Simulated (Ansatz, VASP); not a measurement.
# CsCdCl3 in two plane-wave programs

Wanted: the spread between two codes on one cell, functional and k mesh. The cell is taken from a series of VASP runs on this material, whose earlier steps may have relaxed, scaled or displaced it; both programs get it as it stands.

Calculated with Ansatz 0.2.0; plane waves, with VASP 6.6.1 beside it; zone-centre phonons at LDA.

### Step 1. The starting structure

The structure is cubic, space group Pm-3m (No. 221). Conventional cell: a = 5.072 Å, b = 5.072 Å, c = 5.072 Å, α = 90.00°, β = 90.00°, γ = 90.00°. Nearest to Cs lie 12 Cl at 3.59 Å. Cd has 6 Cl at 2.54 Å nearest. Nearest to Cl lie 2 Cd at 2.54 Å and 4 Cs at 3.59 Å. Farther neighbours and most contacts between anions are not listed.

### Step 2. Ansatz: zone-centre phonons, LDA

Ansatz runs on its default PAW (the set named soft_2) files.

Second derivatives magnify differences that forces hide, and they need a tight electronic threshold.

Contents of input.yaml:

```yaml
crystal:
  lattice:
    - [5.0723891935, 0.0, 0.0]
    - [0.0, 5.0723891935, 0.0]
    - [0.0, 0.0, 5.0723891935]
  atoms:
    - { symbol: Cs, position: [0.0, 0.0, 0.0] }
    - { symbol: Cd, position: [0.5, 0.5, 0.5] }
    - { symbol: Cl, position: [0.5, 0.5, 0.0] }
    - { symbol: Cl, position: [0.5, 0.0, 0.5] }
    - { symbol: Cl, position: [0.0, 0.5, 0.5] }
hamiltonian:
  xc: lda
  pseudopotentials: { kind: paw }
kpoints:
  mp_grid: { grid: [8, 8, 8] }
scf:
  occupations: { method: fixed }
phonons:
  method: dfpt
  qpoints: [[0, 0, 0]]
  dielectric: true
  rigid_motions: translations
```

Run with:

```sh
$ ansatz run input.yaml --threads 4 --pin off --max-ram 9216MiB --backend cpu --events-out ev --progress --plain --runs-dir out
```

Numbers of over 12 decimals in the logs are rounded to 6 here.

Log:

```text
Engine: ansatz 0.2.0, aarch64-unknown-linux-gnu
Pseudopotentials: kind: paw
Pseudopotential: Cs, paw, valence charge 9, recommended cutoff 420 eV (normal), Cs.paw.azcp
Pseudopotential: Cd, paw, valence charge 20, recommended cutoff 420 eV (normal), Cd.paw.azcp
Pseudopotential: Cl, paw, valence charge 7, recommended cutoff 420 eV (normal), Cl.paw.azcp
Functional definition: SPW92
  exchange = slater_x
  correlation = pw_c
Crystal: 5 atoms, lattice volume = 130.508 Å³
Basis set: ecut = 420 eV, 2517 PW (Γ), exchange–correlation on 72×72×72 points (8 copies of the dense FFT grid, shifted against one another)
Bands: 30, of which v1, the nominal top of the filled ones, is band 25 counted from 1 (24 counted from 0)
Symmetry: 48 space group operations
k-points: 170 of 512 (irreducible under 2 space group operations, time reversal used)
Non-local potential: Cs, projectors of the file, l = 0: 3, l = 1: 2, l = 2: 2, l = 3: 2
Non-local potential: Cd, projectors of the file, l = 0: 3, l = 1: 2, l = 2: 2, l = 3: 1
Non-local potential: Cl, projectors of the file, l = 0: 2, l = 1: 2, l = 2: 2
PAW form: soft (Blöchl's): semilocal exchange-correlation on the pseudo side does not see the compensation charge
PAW frozen core: Cs, regenerated for the run's functional, and the local potential with it (the file was generated under x = pbe(κ = 0.804, μ = 0.219515), c = pbe(β = 0.066725))
PAW frozen core: Cd, regenerated for the run's functional, and the local potential with it (the file was generated under x = pbe(κ = 0.804, μ = 0.219515), c = pbe(β = 0.066725))
PAW frozen core: Cl, regenerated for the run's functional, and the local potential with it (the file was generated under x = pbe(κ = 0.804, μ = 0.219515), c = pbe(β = 0.066725))
PAW one-centre angular grid: Cs, 194 points (default); XC on 64 Gauss nodes
PAW one-centre angular grid: Cd, 590 points (default); XC on 64 Gauss nodes
PAW one-centre angular grid: Cl, 110 points (default); XC on 64 Gauss nodes
Initial density: superposition of atomic densities (neutral atoms: chi_scale 0, normalization atom), corrected by the library's trained network
Initial wavefunctions: pseudopotential atomic-orbital guess
Functional: x = slater, c = lda
SCF iter   1: F=—  HF=-16762.481685 eV  |F-HF|=—  |Δ(HF+E_count)|=         —  Δρ=7.55e-3  dr2=6.70e-2  ethr=1.77e-3  ⟨swp⟩=5.1  Hψ=18854  notcnv=0  defer=388
preconditioner: auto → Resta (q_TF=auto, 2.325 Å⁻¹)  ε∞=3.8  [insulator: Δε(μ)=1.513 eV  Ē_g=12.693 eV  n_scr=26 (ndim 8)  ℏωp=21.1 eV  f_vac=0.029  ε∞_Penn≈3.8]
SCF iter   2: F=—  HF=-16762.462896 eV  |F-HF|=—  |Δ(HF+E_count)|=   1.88e-2  Δρ=3.46e-3  dr2=1.29e-2  ethr=1.34e-4  ⟨swp⟩=2.4  Hψ=10355  notcnv=0  defer=474
SCF iter   3: F=—  HF=-16762.459292 eV  |F-HF|=—  |Δ(HF+E_count)|=   3.60e-3  Δρ=8.16e-4  dr2=5.81e-4  ethr=2.57e-5  ⟨swp⟩=2.0  Hψ=7171  notcnv=0  defer=493
SCF iter   4: F=—  HF=-16762.459237 eV  |F-HF|=—  |Δ(HF+E_count)|=   5.53e-5  Δρ=1.95e-4  dr2=4.66e-5  ethr=1.16e-6  ⟨swp⟩=2.4  Hψ=7870  notcnv=0  defer=492
SCF iter   5: F=—  HF=-16762.459238 eV  |F-HF|=—  |Δ(HF+E_count)|=   1.39e-6  Δρ=5.16e-5  dr2=3.53e-6  ethr=9.33e-8  ⟨swp⟩=2.2  Hψ=8930  notcnv=0  defer=239
SCF iter   6: F=—  HF=-16762.459230 eV  |F-HF|=—  |Δ(HF+E_count)|=   7.63e-6  Δρ=8.02e-6  dr2=1.72e-7  ethr=7.06e-9  ⟨swp⟩=2.8  Hψ=8520  notcnv=0  defer=216
SCF iter   7: F=—  HF=-16762.459230 eV  |F-HF|=—  |Δ(HF+E_count)|=   2.01e-8  Δρ=1.76e-6  dr2=7.34e-9  ethr=3.44e-10  ⟨swp⟩=2.7  Hψ=8748  notcnv=0  defer=216
SCF iter   8: F=—  HF=-16762.459230 eV  |F-HF|=—  |Δ(HF+E_count)|=  1.46e-10  Δρ=3.43e-7  dr2=1.83e-10  ethr=1.47e-11  ⟨swp⟩=2.2  Hψ=8413  notcnv=0  defer=216
SCF iter   9: F=-16762.459230 eV  HF=-16762.459230 eV  |F-HF|=3.64e-12  |Δ(HF+E_count)|=  2.18e-11  Δρ=6.81e-8  dr2=4.82e-12  ethr=1.00e-12  ⟨swp⟩=13.2  Hψ=31756  notcnv=0
SCF 1 converged in 9 iterations: F = -16762.459230 eV  dr2 = 4.82e-12
  greatest PAW one-centre occupation: 1.000 electrons in one spin orbital (limit 2), on the Cd atom at site 1 (counted from 0), in its partial waves of l = 0
DFPT response loops at Γ: preconditioner auto → Resta (q_TF=auto, 2.325 Å⁻¹)  ε∞=6.1 (no band partly filled); β = 1.00, the filter's whole step (`scf.mixing.beta` (0.50) is not read by the response loops at its default; to damp them type it under 1.00, their step now; it binds the ground state too); Broyden in place of MSR1
── the response to a field inside a basis, on 8×8×8 k-points: an SCF that follows is theirs, and a resumed run solves both again ──
Bands: 26, of which v1, the nominal top of the filled ones, is band 25 counted from 1 (24 counted from 0)
k-points: 20 of 512
Initial density: handed on by an earlier stage of this run
Initial wavefunctions: pseudopotential atomic-orbital guess (no wavefunctions were taken with the density)
Eigensolver: Dense (20 Hₖ)
SCF iter   1: F=—  HF=-16762.439832 eV  |F-HF|=—  |Δ(HF+E_count)|=         —  Δρ=1.78e-4  dr2=6.86e-6  ethr=1.00e-1
preconditioner: auto → Resta (q_TF=auto, 2.325 Å⁻¹)  ε∞=4.9  [insulator: Δε(μ)=1.993 eV  Ē_g=10.642 eV  n_scr=26 (ndim 8)  ℏωp=21.1 eV  f_vac=0.022  ε∞_Penn≈4.9]
SCF iter   2: F=—  HF=-16762.439833 eV  |F-HF|=—  |Δ(HF+E_count)|=   8.10e-7  Δρ=9.29e-5  dr2=2.12e-6  ethr=1.37e-8
SCF iter   3: F=-16762.439833 eV  HF=-16762.439833 eV  |F-HF|=6.09e-8  |Δ(HF+E_count)|=   4.99e-7  Δρ=1.20e-5  dr2=8.74e-8  ethr=4.25e-9
SCF 1 converged in 3 iterations: F = -16762.439833 eV  dr2 = 8.74e-8
DFPT response loops at Γ: preconditioner auto → Resta (q_TF=auto, 2.325 Å⁻¹)  ε∞=5.5 (no band partly filled); β = 1.00, the filter's whole step (`scf.mixing.beta` (0.50) is not read by the response loops at its default; to damp them type it under 1.00, their step now; it binds the ground state too); Broyden in place of MSR1
SCF converged after 9 iterations
Free energy (F): -16762.459230 eV
Harris-Foulkes:  -16762.459230 eV  (|F-HF|=3.64e-12)
Internal energy: -16762.459230 eV  (E = F + TS)
E sigma→0 (E₀):  -16762.459230 eV
Fermi energy:    4.720056 eV
--- Per-component energies (eV) ---
  E_band       = -590.946252
  E_kinetic    = 1134.383923
  E_local      = -5505.453828  (includes V_loc(G=0)·N_el)
  E_nonlocal   = 166.253148
  E_hartree    = 2444.823463
  E_xc         = -667.465857
  E_vxc        = -714.192377  (∫ρ·V_xc dr)
  E_paw        = -10727.666203  (= ΣΔE_a)
  E_vpaw       = -561.584432  (= ΣTr[D̂ρ^β])
  E_aug_tail   = 0.000309  (compensation charges beyond the density's cutoff)
  E_ewald      = -3608.942785
  E_core_change = 1.608600  (= ΣΔE_core)
  E_smearing   = -0.000000  (= −TS)
  E_closure    = -0.000000  (closes the sum)
  Σ components = -16762.459230   (vs F -16762.459230, Δ=0.00e0)
--- Band table (eV; the first three rows and the last of 170) ---
  k-point 0: bands = [... 21 lower, 3.4960, 3.9196, 3.9196, 3.9196, 6.3443, 10.2597, 10.3231, 10.3231, ... 1 higher]
  k-point 1: bands = [... 21 lower, 3.4809, 3.7314, 3.8889, 3.8889, 6.7015, 10.4520, 10.5026, 10.5257, ... 1 higher]
  k-point 2: bands = [... 21 lower, 3.4612, 3.4612, 3.8039, 3.8039, 7.5882, 10.8655, 10.9766, 11.1877, ... 1 higher]
  k-point 169: bands = [... 21 lower, 4.2330, 4.2330, 4.7201, 4.7201, 10.2718, 10.2718, 10.2718, 11.8913, ... 1 higher]
--- Phonons (Γ-DFPT): 4 representative perturbations + reference, on 170 of 512 k-points (Σ response iterations 12) ---
  k mesh reduced under 2 symmetry operations, with k and −k counted as one. Each operation leaves every solved perturbation unchanged. A smaller set is not considered because the run solves the response to a homogeneous field
  ASR residual: 3.838e-5 → 0.000e0 eV/Å²; symmetrization residual: 6.409e-6 eV/Å²
  ASR residual per site (eV/Å²): 3.84e-5 2.35e-5 1.31e-5 1.31e-5 1.31e-5
  Γ frequencies (cm⁻¹): 0.00 0.00 0.00 49.67 49.67 49.67 78.16 78.16 78.16 83.06 83.06 83.06 275.85 275.85 275.85
  ε∞ (high-frequency dielectric tensor):
        3.745729    -0.000000     0.000000
       -0.000000     3.745729     0.000000
        0.000000     0.000000     3.745729
  ε⁰ (static dielectric tensor: ions relaxed, cell fixed):
       10.900290     0.000000    -0.000000
        0.000000    10.900290     0.000000
       -0.000000     0.000000    10.900290
  ε⁰ − ε∞ (ionic part):
        7.154561     0.000000    -0.000000
        0.000000     7.154561     0.000000
       -0.000000     0.000000     7.154561
  softest optical mode at Γ: 49.67 cm⁻¹; the repairs (sum rule, projections) moved no ω² at Γ by more than (0.92 cm⁻¹)²
  Born effective charges Z* (e; rows j = field, columns β = displacement):
    site 0:
         1.36221   -0.00000    0.00000
         0.00000    1.36221    0.00000
         0.00000    0.00000    1.36221
    site 1:
         2.66675   -0.00000    0.00000
        -0.00000    2.66675    0.00000
         0.00000    0.00000    2.66675
    site 2:
        -0.92490   -0.00000    0.00000
        -0.00000   -0.92490    0.00000
         0.00000    0.00000   -2.17916
    site 3:
        -0.92490    0.00000    0.00000
         0.00000   -2.17916    0.00000
         0.00000    0.00000   -0.92490
    site 4:
        -2.17916   -0.00000   -0.00000
         0.00000   -0.92490    0.00000
        -0.00000    0.00000   -0.92490
  Z* charge neutrality: 6.083e-4 e pre-enforcement
  solved inside a basis spanned on kpoints, on 8×8×8 k-points, its susceptibility summed on 12×12×12: ε∞ is read to err by 9.5e-3, Z* by 2.1e-2 e (field_mesh: kpoints solves on kpoints); Z* is corrected for what the basis lacks
  optical modes at Γ without the LO–TO term, one row a degenerate level:
      ω (cm⁻¹)  modes    IR ((D/Å)²/amu)
[...]
optical modes at Γ + LO–TO along q̂ = [1.0000, 0.0000, 0.0000]:
      ω (cm⁻¹)  modes    IR ((D/Å)²/amu)
[...]
optical modes at Γ + LO–TO along q̂ = [0.0000, 1.0000, 0.0000]:
      ω (cm⁻¹)  modes    IR ((D/Å)²/amu)
[...]
305.20      1             4.3672
  optical modes at Γ + LO–TO along q̂ = [0.0000, 0.0000, 1.0000]:
      ω (cm⁻¹)  modes    IR ((D/Å)²/amu)
         49.67      2             0.1392
         50.49      1             0.0049
         78.16      3             0.0000
         83.06      2             5.0357
        126.01      1             1.6134
        275.85      2             6.7962
        305.20      1             4.3672
--- Phonons (arbitrary-q DFPT): 1 explicit q-point ---
  q = [0, 0, 0] (of the zone-centre solve; hermiticity 1.55e-6, symmetrization 5.79e-7): 0.00 0.00 0.00 49.67 49.67 49.67 78.16 78.16 78.16 83.06 83.06 83.06 275.85 275.85 275.85
  sum rule: each row above includes the acoustic sum rule's correction from the zone centre's row sums; it moved no ω² by more than (0.32 cm⁻¹)²
```

Elapsed: 3.8 min, on 4 threads of Arm Neoverse N1, shared host; peak memory 2.8 GiB; 14 min of CPU time.

The column dr2 measures how far the density is from self-consistency, as an energy; F and HF (Harris–Foulkes) agree once it is small.

(Continued in part 2 of 3.)

[Lines on the potential files, build, host, timing and source positions are cut from VASP's logs without a mark.]

[Logs are printed without paths, hosts, clocks, repeated set-up lines and the standing remarks that a program may print on its own settings, such as how far it seeks lower states.]

[Hosts, paths, dates, database ids (printed as entryN), source tags and the programs' standing remarks are cut or masked in the printed files.]
